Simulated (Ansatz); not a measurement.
# rocksalt-structured BaO: a workflow

**What was measured.** From a printed reference work, textbook, for a bulk crystal of BaO: lattice constant a 5.539 Å.

The computed numbers are results of PBE, scalar-relativistic (no spin polarisation) in the plane-wave PAW code Ansatz at 420 eV, 10×10×10 k-mesh, Gaussian smearing of 0.05 eV; PAW files: Ansatz's generated set soft_2.

The compound is reported in the structure type of the start.

Starting cell:

```cif
data_structure
_symmetry_space_group_name_H-M 'P 1'
_symmetry_Int_Tables_number 1
_cell_length_a 3.9020
_cell_length_b 3.9020
_cell_length_c 3.9020
_cell_angle_alpha 60.000
_cell_angle_beta 60.000
_cell_angle_gamma 60.000
_cell_volume 42.01
loop_
_atom_site_label
_atom_site_type_symbol
_atom_site_fract_x
_atom_site_fract_y
_atom_site_fract_z
_atom_site_occupancy
Ba1 Ba 0.50000 0.50000 0.50000 1
O1 O 0.00000 0.00000 0.00000 1
```

The first steps of the search for zero pressure:

```tsv
run	level	k-mesh	kind	V (Å³/atom)	P (GPa)	gap on the mesh (eV)
1	PBE	10×10×10	fixed cell	21.00	2.2	2.00
```

**Question.** At which volume does PBE reach zero pressure?

**Answer.** 21.64 Å³/atom, about 3.0 % over the start.

The steps that followed:

```tsv
run	level	k-mesh	kind	V (Å³/atom)	P (GPa)	E − E(final) (meV/atom)	gap on the mesh (eV)
2	PBE	10×10×10	fixed cell	21.32	1.1	1.1	2.05
3	PBE	10×10×10	fixed cell	21.64	0.0	0.0	2.10
```

The final structure (symmetry read at 0.01 Å). Symmetry: Fm-3m, No. 225, cubic system. The conventional cell has a = 5.574 Å, b = 5.574 Å, c = 5.574 Å, α = 90.00°, β = 90.00°, γ = 90.00°. Ba (site symmetry m-3m) is surrounded by 6 O at 2.79 Å. O (site symmetry m-3m) is surrounded by 6 Ba at 2.79 Å. (Neighbours are counted to 15 % beyond the shortest distance.)

- At the final geometry the gap, band path included, is 2.10 eV.
- The equation of state gives B0 = 69 GPa and B0′ = 4.6.
- The elastic tensor is positive definite (smallest eigenvalue 36 GPa).
- Against the elements' standard states, run alike and uncorrected, the formation energy is -2.52 eV/atom.

**Reading the result.**

Shannon's ionic radii give a check on the bond lengths: Ba²⁺ with 6 neighbours 1.35 Å + O²⁻ 1.40 Å = 2.75 Å against a computed mean of 2.79 Å. Sums and bonds agree within 3 %, so ion sizes set the bond lengths.

Bader charges against formal ones: Ba +1.44 (+2), O −1.44 (−2). The cations give up 72 % of the formal charge; Bader charges stay under formal ones because the anions' density reaches into the cations' basins.

**Against experiment.** Measured lattice constant a of BaO: 5.539 Å (a printed reference work, textbook). This calculation gives 5.574 Å (+0.6 %). The calculation is for a static lattice, without zero-point motion or thermal expansion.

Kohn–Sham gaps of semilocal functionals lie under measured ones, often by a third or more. Spin–orbit coupling, which matters for such heavy elements, is left out.
